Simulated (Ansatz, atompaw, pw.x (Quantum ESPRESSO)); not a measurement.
# silicon (Si): one change to the PAW (atompaw) potential, in the atom and in the fcc crystal

- Element: Si (Z = 14)
- Generator: atompaw 4.2.0.5
- Type: PAW
- Functional: LDA (PW92)
- Relativity: scalar-relativistic
- Frozen core: [Ne]
- Valence charge: 4
- Reference configuration: 3s2 3p2
- Partial waves: 3s (bound): rc 1.95 bohr; 3s channel at 4.3 Ry: rc 1.95 bohr; 3p (bound): rc 1.95 bohr; 3p channel at 0.45 Ry: rc 1.85 bohr; 3d channel at 0.2 Ry: rc 1.65 bohr; 3d channel at 2.85 Ry: rc 1.65 bohr
- Local potential: bessel scheme, radius 1.55 bohr
- Core correction: smooth core density matched at 1.60 bohr
- Augmentation charge: sinc compensation charge, radius 1.90 bohr; PAW radius 1.95 bohr; waves and projectors: custom rrkj vanderbiltortho

Change: all radii scaled by about 1.24 (s 2.42, p 2.42, d 2.04 bohr); local potential bessel scheme, radius 1.92 bohr; augmentation sinc compensation charge, radius 2.36 bohr; PAW radius 2.42 bohr; waves and projectors: custom rrkj vanderbiltortho; core correction smooth core density matched at 1.98 bohr.

Cutoffs, loose and tight: the cutoffs (Ry, on a coarse ladder) from which the occupation-weighted sum of valence levels, in a spherical-Bessel basis at the reference potential, stays within 10 and 1 mRy of its value at 400 Ry. They see the waves, projectors and local potential, not the compensation charge or the core.

Crystal test: fcc Si in pw.x 7.5, no spin, 15³ k-points, Fermi–Dirac smearing 0.01 Ry, cutoffs set for each file from its atomic test. The reference is all-electron LAPW (Ansatz 0.2.0) with the same functional, mesh and smearing; V0 and B0 come from Birch–Murnaghan fits to the pressures at five volumes. Errors are pseudo minus all-electron; Δ is the rms difference of the E(V) curves that follow from these fits, minima aligned, over ±6 % about the mean V0. Mesh and smearing are coarse, so the numbers serve the comparison and aren't converged zero-temperature values; the lattice is a test structure that the element need not adopt.

All-electron: a0 = 3.818 Å (V0 = 13.92 Å³/atom), B0 = 90.0 GPa.

Task: Does the change bring the crystal closer to the all-electron result?

Result: The mean pressure error goes from +0.07 to -0.03 GPa, so the change moves the solid closer to the all-electron pressures.

| quantity | base | changed |
| --- | --- | --- |
| outcome (atom) | generated | generated |
| cutoff, loose (atom) | 8 Ry | 8 Ry |
| cutoff, tight (atom) | 15 Ry | 12 Ry |
| bound ghosts (atom) | none | none |
| cutoffs in pw.x (Ry) | 40/400 | 40/400 |
| a0 (Å) | 3.819 | 3.818 |
| a0 error (%) | +0.02 | -0.01 |
| B0 error (%) | +0.3 | +0.9 |
| Δ (meV/atom) | 0.2 | 0.1 |
| mean pressure error (GPa) | +0.07 | -0.03 |

 The atomic cutoffs weigh occupied waves only.
